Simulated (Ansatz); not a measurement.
Relaxation of a periodic cell of 17 atoms, Si₁₆H (host Si, host structure diamond, interstitial H), cell charge +1, to a largest force component of 0.03 eV/Å in at most 60 steps.

Method: DFT PBE, scalar-relativistic, plane waves, PAW in Ansatz 0.2.0. Settings: cutoff 420 eV, k mesh 2x2x2, gaussian smearing 0.05 eV, no spin polarisation.

```xyz
17
Lattice="0.0000 5.4300 5.4300 5.4300 0.0000 5.4300 5.4300 5.4300 0.0000" Properties=species:S:1:pos:R:3:forces:R:3
Si 0.000 0.000 0.000 -0.06 0.00 -0.02
Si 1.357 1.357 1.357 0.19 -0.23 -0.17
Si 2.715 2.715 0.000 -0.03 0.01 -0.03
Si 4.072 4.072 1.357 0.04 0.01 0.03
Si 2.715 0.000 2.715 -0.02 -0.01 -0.02
Si 4.072 1.357 4.072 0.03 0.00 0.05
Si 5.430 2.715 2.715 -0.01 -0.01 -0.05
Si 6.787 4.072 4.072 0.03 0.03 0.06
Si 0.000 2.715 2.715 0.08 0.05 -0.02
Si 1.357 4.072 4.072 0.15 0.14 0.15
Si 2.715 5.430 2.715 -0.02 -0.01 -0.06
Si 4.072 6.787 4.072 -0.39 -0.32 0.28
Si 2.715 2.715 5.430 0.00 -0.04 -0.02
Si 4.072 4.072 6.787 -0.34 0.21 -0.20
Si 5.430 5.430 5.430 0.00 -0.02 -0.03
Si 6.787 6.787 6.787 0.01 0.01 0.03
H 2.826 5.491 5.426 0.34 0.17 0.02
```

Task: Where does it end, and by what steps?

Result: It converged. Limits of this set-up: coarse k mesh, charged cell in a uniform background, uncorrected. After 11 steps the energy has fallen by 1.096 eV; H17 moved furthest, 1.38 Å. Joined: Si12–H17, Si15–H17.

| step | energy less start (eV) | largest force component (eV/Å) | accepted |
| --- | --- | --- | --- |
| 0 | 0.0000 | 0.392 | yes |
| 1 | -0.1406 | 0.600 | yes |
| 2 | -0.2915 | 0.655 | yes |
| 3 | -0.4349 | 0.633 | yes |
| 4 | -0.5798 | 0.512 | yes |
| 5 | -0.6867 | 0.509 | yes |
| 6 | -0.8112 | 0.534 | yes |
| 7 | -1.0022 | 0.437 | yes |
| 8 | -1.0602 | 0.444 | yes |
| 9 | -1.0875 | 0.183 | yes |
| 10 | -1.0949 | 0.068 | yes |
| 11 | -1.0955 | 0.010 | yes |

```xyz
17
Lattice="0.0000 5.4300 5.4300 5.4300 0.0000 5.4300 5.4300 5.4300 0.0000" Properties=species:S:1:pos:R:3
Si -0.076 -0.015 0.009
Si 1.315 1.300 1.346
Si 2.545 2.785 0.004
Si 3.976 4.074 1.335
Si 2.680 -0.022 2.715
Si 3.998 1.327 4.093
Si 5.280 2.700 2.707
Si 6.656 4.088 3.991
Si 0.052 2.609 2.819
Si 1.320 4.067 4.139
Si 2.579 5.394 2.669
Si 3.788 6.922 3.942
Si 2.684 2.695 5.456
Si 4.036 3.918 6.935
Si 5.486 5.223 5.639
Si 6.691 6.834 6.794
H 4.117 5.893 5.132
```

The run took 2.3 min on 1 thread of Arm Neoverse N1, with other jobs on the host, peak memory 0.56 GiB.
